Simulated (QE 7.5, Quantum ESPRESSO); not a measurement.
# Notes on relaxing the cubic cell of HfV2

*Notes of a novice, printed with their mistakes. Don't take the settings or the reasoning as a model; a review follows at the end.*

## Starting point

The number I want to reproduce is the lattice parameter of cubic HfV2, space group Fd-3m, with 6 atoms in the primitive cell. It comes from "The phase diagams hafnium-vanadium and hafnium-chromium" (Journal of the Less-Common Metals 15 13 1968; Crystallography Open Database). The structure was determined by diffraction and gives a = 7.398 Å. The volume per atom, 16.8706 Å³, is worked out from that same cell, so it is not a second measurement. The temperature is not given with the value. My calculations have no temperature in them, and I have not thought about how much that matters.

| compared with | measured | method |
| --- | --- | --- |
| a (Å) | 7.398 | structure determination by diffraction |
| volume per atom (Å³) | 16.8706 | from the measured cell |

Conditions are those given with the value in the passage it was taken from; "not stated" means there, and the paper may say more elsewhere. The values are a selection: others may have been left out beforehand as unlike or outlying.

## Choices

I want to let the program relax the cell and see whether a comes out within 0.02 Å of the measured value. I have no deep reason for 0.02 Å; it looked like a small enough difference to show you. The model is the perfect crystal in its primitive cell, started from another database entry of the same phase. I will begin with PBEsol, because I read that it is meant for solids, and change the functional if the number does not fit. I start with the spins ferromagnetic, since there is vanadium in it and I did not want to miss a moment.

System: HfV2; Fd-3m (no. 227), 6 atoms in the primitive cell; every run starts from another database entry of the same phase; structure from the Crystallography Open Database.

## 1. A quick first relaxation

I am using PBEsol in Quantum ESPRESSO and have limited the relaxation to 2 steps. The starting cell is already that of the right phase, so I expect there is little left to relax, and I would like a number today.

**Run 1.** QE 7.5: PBEsol, Quantum ESPRESSO with GBRV 1.5 ultrasoft, ferromagnetic start, cell and ions relaxed, cutoff 544 eV, k-mesh 8×8×8, smearing 0.05 eV, relaxation step limit 2, density cutoff 3265 eV.

Key lines of the input:
```
&control
  calculation = 'vc-relax'
  forc_conv_thr = 3.89e-04
  etot_conv_thr = 1.0e-4
  nstep = 2
/
&system
  ecutwfc = 40
  ecutrho = 240
  occupations = 'smearing'
  smearing = 'fd'
  degauss = 0.00367
  nspin = 2
  starting_magnetization(2) = 0.40
/
&electrons
  conv_thr = 3.0e-08
  mixing_beta = 0.4
  electron_maxstep = 120
/
&ions
/
&cell
  press_conv_thr = 0.15
/
ATOMIC_SPECIES
  Hf 178.490 hf_pbesol_v1.uspp.F.UPF
  V 50.941 v_pbesol_v1.4.uspp.F.UPF
[... cell and positions ...]
K_POINTS automatic
  8 8 8 0 0 0
```

Command:
```
OMP_NUM_THREADS=1 mpirun -n 4 pw.x -nk 4 -in pw.in > pw.x.log
```

Selected lines of the output:
```
     absolute magnetization    =     6.06 Bohr mag/cell
     absolute magnetization    =    12.08 Bohr mag/cell
     absolute magnetization    =     7.48 Bohr mag/cell
[...]
     absolute magnetization    =     0.00 Bohr mag/cell
     absolute magnetization    =     0.00 Bohr mag/cell
!    total energy              =    -896.98556668 Ry
     absolute magnetization    =     0.00 Bohr mag/cell
          total   stress  (Ry/bohr**3)                   (kbar)     P=      -30.44
     The maximum number of steps has been reached.
[ended: maximum number of steps has been reached]
```

Not converged; 4.1 min on 4 cores of Arm Neoverse V1, shared host.

The run stopped at the maximum number of steps, so I have no relaxed cell to send you. The pressure was still −30.44 kbar. The absolute magnetization jumped from 6.06 to 12.08 and back to 7.48 Bohr magnetons per cell before it went to 0.00. I think this jumping is what used up the steps.

## 2. More smearing to calm it down

I read that smearing helps metals converge, so I am raising it from 0.05 to 1.5 eV and taking off the limit of 2 steps. I am staying with PBEsol. I expect the magnetization to settle sooner and the relaxation to finish, and I don't expect the smearing to matter for the lattice parameter.

**Run 2.** QE 7.5: PBEsol, Quantum ESPRESSO with GBRV 1.5 ultrasoft, ferromagnetic start, cell and ions relaxed, cutoff 544 eV, k-mesh 8×8×8, smearing 1.5 eV, density cutoff 3265 eV.

Key lines of the input, as changed from run 1:
```diff
  &control
-   nstep = 2
+   nstep = 30
  &system
-   degauss = 0.00367
+   degauss = 0.11025
```

Selected lines of the output:
```
     absolute magnetization    =     5.14 Bohr mag/cell
     absolute magnetization    =     7.57 Bohr mag/cell
     absolute magnetization    =     5.40 Bohr mag/cell
[...]
     bfgs converged in   4 scf cycles and   3 bfgs steps
     Final scf calculation at the relaxed structure.
     c_bands:  1 eigenvalues not converged
     c_bands:  1 eigenvalues not converged
     c_bands:  1 eigenvalues not converged
     absolute magnetization    =     0.00 Bohr mag/cell
     c_bands:  1 eigenvalues not converged
     absolute magnetization    =     0.00 Bohr mag/cell
[ended: limit 518 s]
```

Cut off at its time limit; 8.7 min on the same hardware.

This one was cut off at its time limit of 518 s. The relaxation itself had converged after 3 steps, but the program then began a final calculation at the relaxed structure and did not finish it. I am counting the run as failed and taking no lattice parameter from it. The magnetization still jumped about at the start, so the extra smearing did not help. There were also messages about 1 eigenvalue not converged, which I take to mean that the k-mesh is too heavy for the program.

## 3. A smaller k-mesh to get finished

I am putting the smearing back to 0.05 eV and reducing the k-mesh from 8×8×8 to 4×4×4, still with PBEsol. It should be faster and get through the final calculation. The cell is cubic and has only 6 atoms, so I expect 4×4×4 to be plenty.

**Run 3.** QE 7.5: PBEsol, Quantum ESPRESSO with GBRV 1.5 ultrasoft, ferromagnetic start, cell and ions relaxed, cutoff 544 eV, k-mesh 4×4×4, smearing 0.05 eV, density cutoff 3265 eV.

Key lines of the input, as changed from run 1:
```diff
  &control
-   nstep = 2
+   nstep = 60
  K_POINTS automatic
-   8 8 8 0 0 0
+   4 4 4 0 0 0
```

Selected lines of the output:
```
     bfgs converged in   4 scf cycles and   3 bfgs steps
     absolute magnetization    =     0.46 Bohr mag/cell
          total   stress  (Ry/bohr**3)                   (kbar)     P=       -0.86
```

Converged; 3.2 min on the same hardware.

| quantity | run 3 | measured | deviation |
| --- | --- | --- | --- |
| a (Å) | 7.2193 | 7.398 | −0.1787 (−2.4 %) |
| volume per atom (Å³) | 15.677 | 16.8706 | −1.193 (−7.1 %) |
| moment (μB) | 0.460 |  |  |
| largest shift (Å) | 0.0000 |  |  |
| pressure (GPa) | −0.086 |  |  |

This run finished, and a comes out at 7.2193 Å. That is 0.1787 Å below the measured 7.398 Å and far outside my 0.02 Å. The pressure is down to −0.86 kbar, so the cell is relaxed and I don't think the settings are the problem any more. There is also a moment of 0.460 μB left, from which I conclude that HfV2 is a weak ferromagnet.

## 4. Adding a dispersion correction

PBEsol must be missing something, and I read that ordinary functionals leave out dispersion. I am adding the D3(BJ) correction to PBEsol and going back to the 8×8×8 mesh, now that I know a relaxation can finish. Since it is a correction, I expect it to move a towards the measured value.

**Run 4.** QE 7.5: PBEsol-D3(BJ), Quantum ESPRESSO with GBRV 1.5 ultrasoft, ferromagnetic start, cell and ions relaxed, cutoff 544 eV, k-mesh 8×8×8, smearing 0.05 eV, density cutoff 3265 eV.

Key lines of the input, as changed from run 1:
```diff
  &control
-   nstep = 2
+   nstep = 60
  &system
+   vdw_corr = 'dft-d3'
+   dftd3_version = 4
+   dftd3_threebody = .false.
```

Selected lines of the output:
```
     absolute magnetization    =     6.06 Bohr mag/cell
     absolute magnetization    =    12.08 Bohr mag/cell
     absolute magnetization    =     7.48 Bohr mag/cell
     bfgs converged in   5 scf cycles and   4 bfgs steps
     absolute magnetization    =     0.00 Bohr mag/cell
          total   stress  (Ry/bohr**3)                   (kbar)     P=       -1.17
```

Converged; 8.4 min on the same hardware.

| quantity | run 4 | measured | deviation |
| --- | --- | --- | --- |
| a (Å) | 7.1191 | 7.398 | −0.2789 (−3.8 %) |
| volume per atom (Å³) | 15.033 | 16.8706 | −1.837 (−10.9 %) |
| moment (μB) | 0.000 |  |  |
| largest shift (Å) | 0.0000 |  |  |
| pressure (GPa) | −0.117 |  |  |

The correction went the wrong way. Now a is 7.1191 Å, which is 0.2789 Å too small, so it is worse than the 7.2193 Å I had without it. The moment has gone to 0.000 μB as well, and I take this to mean that dispersion destroys the ferromagnetism in HfV2.

## 5. Another kind of dispersion

I still think dispersion is what is missing, and that D3(BJ) is just the wrong version of it. I am switching to rVV10, where the dispersion is part of the functional and is worked out from the electron density instead of being added on afterwards. That sounds more accurate to me, so I expect a to come out closer to 7.398 Å. I am leaving the cutoff and the 8×8×8 mesh as they are.

**Run 5.** QE 7.5: rVV10, Quantum ESPRESSO with GBRV 1.5 ultrasoft, ferromagnetic start, cell and ions relaxed, cutoff 544 eV, k-mesh 8×8×8, smearing 0.05 eV, potentials made with PBE, density cutoff 3265 eV.

Key lines of the input, as changed from run 1:
```diff
  &control
-   nstep = 2
+   nstep = 60
  &system
+   input_dft = 'rvv10'
  ATOMIC_SPECIES
-   Hf 178.490 hf_pbesol_v1.uspp.F.UPF
-   V 50.941 v_pbesol_v1.4.uspp.F.UPF
+   Hf 178.490 hf_pbe_v1.uspp.F.UPF
+   V 50.941 v_pbe_v1.4.uspp.F.UPF
```

Selected lines of the output:
```
     bfgs converged in   4 scf cycles and   3 bfgs steps
     absolute magnetization    =     0.00 Bohr mag/cell
          total   stress  (Ry/bohr**3)                   (kbar)     P=       -0.32
```

Converged; 9.1 min on the same hardware.

| quantity | run 5 | measured | deviation |
| --- | --- | --- | --- |
| a (Å) | 7.3347 | 7.398 | −0.0633 (−0.9 %) |
| volume per atom (Å³) | 16.442 | 16.8706 | −0.429 (−2.5 %) |
| moment (μB) | 0.000 |  |  |
| largest shift (Å) | 0.0000 |  |  |
| pressure (GPa) | −0.032 |  |  |

With rVV10 a is 7.3347 Å, which is 0.0633 Å below the measured value, or 0.9 %. That is still outside the 0.02 Å I set myself, but it is under one per cent and much closer than the 7.1191 Å from D3(BJ), so I am going to keep it. I take it as showing that dispersion was what was missing and that it only had to be the right kind. The moment is 0.000 μB again, which fits my idea that dispersion removes the ferromagnetism. The pressure is only −0.32 kbar, so I consider the number final and am stopping here.

## Table of results

| run | settings | a (Å) | deviation | volume per atom (Å³) | deviation | cost | status |
| --- | --- | --- | --- | --- | --- | --- | --- |
| 1 | PBEsol, k-mesh 8×8×8, smearing 0.05 eV, relaxation step limit 2 | – |  | – |  | 16 core-min | not converged |
| 2 | PBEsol, k-mesh 8×8×8, smearing 1.5 eV | – |  | – |  | 35 core-min | cut off at its time limit |
| 3 | PBEsol, k-mesh 4×4×4, smearing 0.05 eV | 7.2193 | −0.1787 (−2.4 %) | 15.677 | −1.193 (−7.1 %) | 13 core-min |  |
| 4 | PBEsol-D3(BJ), k-mesh 8×8×8, smearing 0.05 eV | 7.1191 | −0.2789 (−3.8 %) | 15.033 | −1.837 (−10.9 %) | 34 core-min |  |
| 5 | rVV10, k-mesh 8×8×8, smearing 0.05 eV, potentials made with PBE | 7.3347 | −0.0633 (−0.9 %) | 16.442 | −0.429 (−2.5 %) | 36 core-min |  |
|  | measured | 7.398 |  | 16.8706 |  |  |  |

## Where I got to

My result for HfV2 is a = 7.3347 Å from rVV10, against 7.398 Å measured. It misses my 0.02 Å, but a difference of 0.9 % looks good enough to me to put next to the diffraction value. The volume per atom is 2.5 % too small, so I would show only the lattice parameter.

Two of the five runs gave no lattice parameter. PBEsol gave 7.2193 Å and PBEsol-D3(BJ) gave 7.1191 Å, and I am dropping both. What I take from this is that PBEsol is not suited to this kind of metal and that a functional with dispersion built in should be used from the start. I would also use the 4×4×4 mesh next time, since that run finished in 3.2 minutes without trouble.

On the magnetism I am less sure. I got 0.460 μB with PBEsol and 0.000 μB in the two runs with dispersion, so for now I would write that HfV2 is non-magnetic because of dispersion. If you agree, I will use rVV10 for the next compound as well.

## An expert's review

Further runs made for the review:

| reviewer's run | settings | a (Å) | deviation | volume per atom (Å³) | deviation | cost |
| --- | --- | --- | --- | --- | --- | --- |
| R1 | PBEsol, k-mesh 8×8×8, smearing 0.05 eV | 7.2175 | −0.1805 (−2.4 %) | 15.666 | −1.205 (−7.1 %) | 33 core-min |
| R2 | vdW-DF-cx, k-mesh 8×8×8, smearing 0.05 eV, potentials made with PBE | 7.2139 | −0.1841 (−2.5 %) | 15.642 | −1.228 (−7.3 %) | 36 core-min |
| R3 | rev-vdW-DF2, k-mesh 8×8×8, smearing 0.05 eV, potentials made with PBE | 7.2457 | −0.1523 (−2.1 %) | 15.850 | −1.020 (−6.0 %) | 35 core-min |
|  | measured | 7.398 |  | 16.8706 |  |  |

The beginner rightly sees that the volume is no second measurement. The 0.02 Å target is arbitrary: thermal expansion alone can use it up, and functionals commonly err by more. Changing functional until the number fits selects an answer rather than testing one.

Run 1 stopped because only two relaxation steps were allowed. The right phase need not have the functional's equilibrium cell, and −30.44 kbar showed that it hadn't. The jumping magnetization belongs to electronic iterations, which don't use up relaxation steps.

In run 2, 1.5 eV smearing is an electronic temperature of very roughly 17,000 K; it alters the electronic state and can alter the cell. The eigenvalue warning concerns the band solver, not a mesh that is too heavy: runs 4 and 5 finished on the same mesh. The early swings in magnetization were in fact smaller than in run 1, but that doesn't justify such a width. Rejecting the unfinished run was right. Keeping 0.05 eV and allowing enough steps gives 7.2175 Å (R1) for 33 core-minutes, less than run 2 cost.

Run 3's 4×4×4 mesh serves for the lattice parameter, which lies within 0.002 Å of R1, but not for the magnetism. Low pressure shows a relaxed cell, not adequate settings. The 0.460 μB moment is no evidence of ferromagnetism: run 1, also PBEsol but on 8×8×8, had already fallen to zero. HfV2 is known as a superconductor, not a ferromagnet.

In run 4, a correction need not move towards experiment. Dispersion attracts, and here D3(BJ) shrinks an already short PBEsol cell by 0.098 Å against R1. Nor did it destroy a moment, since that was absent without it on the same mesh.

Run 5 changes more than the dispersion: its exchange differs too, and so do the potentials, which the beginner's account omits. Computing dispersion from the density doesn't by itself make a functional more accurate. With the same PBE potentials, two other functionals of that kind give 7.2139 Å (R2) and 7.2457 Å (R3), close to PBEsol. Missing dispersion is therefore not shown; rVV10's more repulsive exchange is the likelier reason for its larger cell. Its 7.3347 Å is a valid rVV10 result, but closeness doesn't justify keeping it alone, and low pressure doesn't make it final. The 2.5 % volume error is the same miss as the 0.9 % in length and shouldn't be hidden.

PBEsol does tend to make 3d metals too small, but that doesn't support starting with built-in dispersion or carrying rVV10 to the next compound. The PBEsol results should be reported, and ordinary PBE is the natural next comparison. A 4×4×4 mesh needs testing each time, and "non-magnetic because of dispersion" should be struck out.

My verdict is that the match is poor: sound PBEsol falls 2.4 % short (R1), and R2 and R3 also fall short by more than 2 %. Thermal expansion is unlikely to cover that. The measured value deserves questioning too, but two other database entries agree within 0.3 % on the edges, which supports it. That makes the functional the likelier source of most of the gap; the share of thermal motion is not shown in this report.

[Logs are printed without paths, hosts, clocks, repeated set-up lines and the standing remarks that a program may print on its own settings, such as how far it seeks lower states.]

[The runs shown are a pick from a larger set of finished runs; failed, doubtful and other runs were left out of it ahead of writing. So were measured values far from every level or from commonly accepted values, and agreement can look better than it is. Lines of input and output are excerpts and may be shortened.]
